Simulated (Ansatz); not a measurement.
Crystal: MoS2.

```
Mo S
1.0
     3.22746    0.00000    0.00000
    -1.61373    2.79507    0.00000
     0.00000    0.00000    6.31247
Mo S
1 2
Cartesian
  0.0000 0.0000 3.1562
  1.6137 0.9317 4.7008
  0.0000 1.8634 1.6117
```

Measurements of this composition are mostly on another form, of space group No. 194.

Base run:

| Property | Result |
| --- | --- |
| Program | Ansatz 0.2.0 |
| Functional | r2SCAN |
| Potentials or basis | Ansatz PAW |
| Cutoff | 500 eV (not typed: the program's choice for these potentials) |
| k mesh | 9 × 9 × 4 |
| Occupations | fermi-dirac, width 0.05 eV |
| Spin | no spin polarisation |

Its results: band gap on the k mesh none (metal or under the smearing width); pressure 0.0 GPa; largest force 0.081 eV/Å.

Question: The run is repeated on the same cell with these changes: functional from r2SCAN to RPBE; cutoff from 500 eV (not typed: the program's choice for these potentials) to 420 eV (not typed: the program's choice for these potentials). What comes out?

Answer: Band gap on the k mesh none (metal or under the smearing width); pressure 3.6 GPa; largest force 0.360 eV/Å.

Caveats: the PAW data sets come from PBE, with cores solved anew for the run's functional, which leaves a small shift of forces and pressure; this functional lacks dispersion, which binds the layers, so the pressure and a relaxed spacing across them are unreliable (some runs).
